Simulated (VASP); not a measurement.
BAs, 2 atoms in the cell. The structure is cubic, space group F-43m (No. 216). The conventional cell has a = 4.784 Å, b = 4.784 Å, c = 4.784 Å, α = 90.00°, β = 90.00°, γ = 90.00°. B (site symmetry -43m) has 4 As at 2.07 Å as nearest neighbours. As (site symmetry -43m) is surrounded by 4 B at 2.07 Å. 

* Program: VASP 6.6.1
* Task: single point
* Functional: r2SCAN
* Potentials or basis: VASP PAW PBE potentials, release 64 (B, As)
* Cutoff: 520 eV
* k mesh: 10 × 10 × 10
* Occupations: gaussian, width 0.02 eV
* Spin: no spin polarisation
* Dipole correction: no
* Further INCAR settings: ALGO = Normal; EDIFF = 1e-06; NBANDS = 11

Potentials or basis: VASP PAW PBE potentials, release 64 (B, As).

Launch:

```sh
$ cat potpaw_PBE.64/B/POTCAR potpaw_PBE.64/As/POTCAR > POTCAR
$ cp INCAR.step1 INCAR
$ mpirun -np 1 vasp_std > vasp.out
$ cp INCAR.step2 INCAR
$ mpirun -np 1 vasp_std > vasp.out
```

Hardware: 1 thread of Intel(R) Xeon(R) Platinum 8259CL CPU @ 2.50GHz (Skylake/Cascade Lake), with other jobs on the host.

Task: How long does it take, and how much memory?

Result: It took 63 s on 1 thread of Intel(R) Xeon(R) Platinum 8259CL CPU @ 2.50GHz (Skylake/Cascade Lake), on a shared host, peak memory 0.17 GiB. Counts: scf iterations 10, k points 47.
